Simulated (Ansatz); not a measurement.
**Ti in Ansatz: the effect of functional**

The system is Ti.

```xyz
1
Lattice="0.0000 2.0567 2.0567 2.0567 0.0000 2.0567 2.0567 2.0567 0.0000" Properties=species:S:1:pos:R:3 pbc="T T T"
Ti    0.0000    0.0000    0.0000
```

This isn't the form of Ti at room conditions, which is hcp.

The cell isn't the ideal one: volume scaled by 1.04.

Alike in all runs:

```yaml
Program: Ansatz 0.2.0
Task: single point
Potentials_or_basis: Ansatz PAW
k_mesh: 11 × 11 × 11
Occupations: fermi-dirac, width 0.05 eV
Spin: no spin polarisation
```

| functional | cutoff | pressure (GPa) |
| --- | --- | --- |
| LDA | 420 eV (not typed: the program's choice for these potentials) | ? |
| PBEsol | 420 eV (not typed: the program's choice for these potentials) | -4.6 |
| r2SCAN | 500 eV (not typed: the program's choice for these potentials) | -0.3 |

Question: What does the run with functional LDA give?

Answer: Pressure -8.9 GPa.

Caveats: the PAW data sets come from PBE, with cores solved anew for the run's functional, which leaves a small shift of forces and pressure.
